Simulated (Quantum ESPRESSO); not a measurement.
Input of a Quantum ESPRESSO 7.5 run:

The input pw.in:

```
&CONTROL
  calculation = 'scf'
  prefix = 'pwscf'
  outdir = './tmp'
  pseudo_dir = './pseudo'
  tprnfor = .true.
  tstress = .true.
  disk_io = 'low'
/
&SYSTEM
  ibrav = 0
  nat = 2
  ntyp = 1
  ecutwfc = 78
  nbnd = 18
  occupations = 'smearing'
  smearing = 'fd'
  degauss = 0.00367493
/
&ELECTRONS
  conv_thr = 4d-10
  electron_maxstep = 120
  mixing_beta = 0.5
/
ATOMIC_SPECIES
Sc    44.9559 Sc.upf
CELL_PARAMETERS angstrom
   3.3090000000    0.0000000000    0.0000000000
  -1.6545000000    2.8656780611    0.0000000000
   0.0000000000    0.0000000000    5.2733000000
ATOMIC_POSITIONS crystal
Sc     0.6666666667    0.3333333333    0.7500000000
Sc     0.3333333333    0.6666666667    0.2500000000
K_POINTS automatic
9 9 5 0 0 0
```

The input bands.in:

```
&CONTROL
  calculation = 'bands'
  prefix = 'pwscf'
  outdir = './tmp'
  pseudo_dir = './pseudo'
  disk_io = 'low'
  verbosity = 'high'
/
&SYSTEM
  ibrav = 0
  nat = 2
  ntyp = 1
  ecutwfc = 78
  nbnd = 18
  occupations = 'smearing'
  smearing = 'fd'
  degauss = 0.00367493
/
&ELECTRONS
  conv_thr = 1d-08
  electron_maxstep = 120
  mixing_beta = 0.5
  diago_full_acc = .true.
/
ATOMIC_SPECIES
Sc    44.9559 Sc.upf
CELL_PARAMETERS angstrom
   3.3090000000    0.0000000000    0.0000000000
  -1.6545000000    2.8656780611    0.0000000000
   0.0000000000    0.0000000000    5.2733000000
ATOMIC_POSITIONS crystal
Sc     0.6666666667    0.3333333333    0.7500000000
Sc     0.3333333333    0.6666666667    0.2500000000
K_POINTS crystal
60
 0.0000000000  0.0000000000  0.0000000000 1
 0.0714285714  0.0000000000  0.0000000000 1
 0.1428571429  0.0000000000  0.0000000000 1
 0.2142857143  0.0000000000  0.0000000000 1
 0.2857142857  0.0000000000  0.0000000000 1
 0.3571428571  0.0000000000  0.0000000000 1
 0.4285714286  0.0000000000  0.0000000000 1
 0.5000000000  0.0000000000  0.0000000000 1
 0.4583333333  0.0833333333  0.0000000000 1
 0.4166666667  0.1666666667  0.0000000000 1
 0.3750000000  0.2500000000  0.0000000000 1
 0.3333333333  0.3333333333  0.0000000000 1
 0.2962962963  0.2962962963  0.0000000000 1
 0.2592592593  0.2592592593  0.0000000000 1
 0.2222222222  0.2222222222  0.0000000000 1
 0.1851851852  0.1851851852  0.0000000000 1
 0.1481481481  0.1481481481  0.0000000000 1
 0.1111111111  0.1111111111  0.0000000000 1
 0.0740740741  0.0740740741  0.0000000000 1
 0.0370370370  0.0370370370  0.0000000000 1
 0.0000000000  0.0000000000  0.0000000000 1
 0.0000000000  0.0000000000  0.1250000000 1
 0.0000000000  0.0000000000  0.2500000000 1
 0.0000000000  0.0000000000  0.3750000000 1
 0.0000000000  0.0000000000  0.5000000000 1
 0.0625000000  0.0000000000  0.5000000000 1
 0.1250000000  0.0000000000  0.5000000000 1
 0.1875000000  0.0000000000  0.5000000000 1
 0.2500000000  0.0000000000  0.5000000000 1
 0.3125000000  0.0000000000  0.5000000000 1
 0.3750000000  0.0000000000  0.5000000000 1
 0.4375000000  0.0000000000  0.5000000000 1
 0.5000000000  0.0000000000  0.5000000000 1
 0.4666666667  0.0666666667  0.5000000000 1
 0.4333333333  0.1333333333  0.5000000000 1
 0.4000000000  0.2000000000  0.5000000000 1
 0.3666666667  0.2666666667  0.5000000000 1
 0.3333333333  0.3333333333  0.5000000000 1
 0.3030303030  0.3030303030  0.5000000000 1
 0.2727272727  0.2727272727  0.5000000000 1
 0.2424242424  0.2424242424  0.5000000000 1
 0.2121212121  0.2121212121  0.5000000000 1
 0.1818181818  0.1818181818  0.5000000000 1
 0.1515151515  0.1515151515  0.5000000000 1
 0.1212121212  0.1212121212  0.5000000000 1
 0.0909090909  0.0909090909  0.5000000000 1
 0.0606060606  0.0606060606  0.5000000000 1
 0.0303030303  0.0303030303  0.5000000000 1
 0.0000000000  0.0000000000  0.5000000000 1
 0.5000000000  0.0000000000  0.5000000000 1
 0.5000000000  0.0000000000  0.4000000000 1
 0.5000000000  0.0000000000  0.3000000000 1
 0.5000000000  0.0000000000  0.2000000000 1
 0.5000000000  0.0000000000  0.1000000000 1
 0.5000000000  0.0000000000  0.0000000000 1
 0.3333333333  0.3333333333  0.0000000000 1
 0.3333333333  0.3333333333  0.1250000000 1
 0.3333333333  0.3333333333  0.2500000000 1
 0.3333333333  0.3333333333  0.3750000000 1
 0.3333333333  0.3333333333  0.5000000000 1
```

Potentials or basis: PseudoDojo 0.4.1 SR LDA standard.

Command:

```sh
$ OMP_NUM_THREADS=1 pw.x -in pw.in > pw.out
$ OMP_NUM_THREADS=1 pw.x -in bands.in > bands.out
```

(1) Estimate the pressure.

(2) Predict the band gap on the k mesh.

Answers

(1) -5.3 GPa.

(2) none (metal or under the smearing width).

Caveat: some levels on the path didn't converge.
